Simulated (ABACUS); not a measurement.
Input of an ABACUS 3.10.1 run:

INPUT

```
INPUT_PARAMETERS
suffix              Mo
calculation         cell-relax
basis_type          pw
pseudo_dir          ./
symmetry            1
dft_functional      MGGA_X_RSCAN+MGGA_C_RSCAN
ecutwfc             94
pseudo_rcut         10
nspin               1
nbands              11
ks_solver           dav
smearing_method     fd
smearing_sigma      0.00367493
scf_thr             1e-08
scf_nmax            100
mixing_type         broyden
mixing_beta         0.7
cal_force           1
cal_stress          1
mixing_tau          1
relax_nmax          60
force_thr_ev        0.02
relax_method        cg
out_stru            1
stress_thr          0.5
kpar                4
```

Contents of STRU:

```
ATOMIC_SPECIES
Mo 95.9500 Mo_ONCV_PBE-1.2.upf

LATTICE_CONSTANT
1.8897261246

LATTICE_VECTORS
-1.5838089719 1.5838089719 1.5838089719
1.5838089719 -1.5838089719 1.5838089719
1.5838089719 1.5838089719 -1.5838089719

ATOMIC_POSITIONS
Direct

Mo
0.0
1
0.0000000000 0.0000000000 0.0000000000 1 1 1
```

The input KPT:

```
K_POINTS
0
Gamma
8 8 8 0 0 0
```

Potentials or basis: SG15 ONCV 1.2 PBE, plane waves.

Launch:

```sh
$ OMP_NUM_THREADS=1 mpirun -np 4 abacus > log
```

(1) What does it give for the space group after relaxing (to 0.05 Å)?

(2) What does it give for the relaxed cell?

(3) What does it give for the band gap on the k mesh?

Answers

(1) Im-3m (No. 229).

(2) a = 2.728 Å, b = 2.728 Å, c = 2.728 Å, α = 109.47°, β = 109.47°, γ = 109.47°.

(3) none (metal or under the smearing width).
